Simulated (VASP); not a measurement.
A run of VASP 6.6.1 is set up as follows.

File INCAR:

```
ALGO = Normal
EDIFF = 1E-6
ENCUT = 520
GGA = PE
ISIF = 2
ISMEAR = 0
LASPH = True
LCHARG = False
LREAL = False
LWAVE = False
NELM = 100
PREC = Accurate
SIGMA = 0.03
```

Contents of KPOINTS:

```
k-points
0
Gamma
  8 8 8
```

POSCAR

```
Ge
1.0
    0.0000000000      2.8289100000      2.8289100000
    2.8289100000      0.0000000000      2.8289100000
    2.8289100000      2.8289100000      0.0000000000
Ge
2
Direct
    0.7500000000      0.7500000000      0.7500000000
    0.5000000000      0.5000000000      0.5000000000
```

Potentials or basis: VASP PAW PBE potentials, release 64 (Ge_d).

Command:

```console
$ cat potpaw_PBE.64/Ge_d/POTCAR > POTCAR
$ mpirun -np 1 vasp_std > vasp.out
```

Task: What does it give for the band gap on the k mesh?

Result: 0.03 eV, direct.

Task: Estimate the pressure.

Result: 3.5 GPa.

**What was measured.**

From “Temperature-dependent photoluminescence in Ge: experiment and theory”, 2020, arxiv:2003.00143, for a bulk crystal of Ge at 0 K: band gap 0.744 eV (indirect).

Against the measured gap of Ge, 0.744 eV (indirect; 0 K; “Temperature-dependent photoluminescence in Ge: experiment and theory”, 2020, arxiv:2003.00143), the calculated 0.03 eV is off by -0.71 eV. 3 values of this kind are on record (0.666 to 0.807 eV); this one was drawn at random among those near their median. Spin-orbit coupling on Ge is left out. The value is that of PBE on a finite k mesh, which can miss the band edges, without temperature or zero-point motion. Semilocal functionals fall short of measured gaps as a rule.
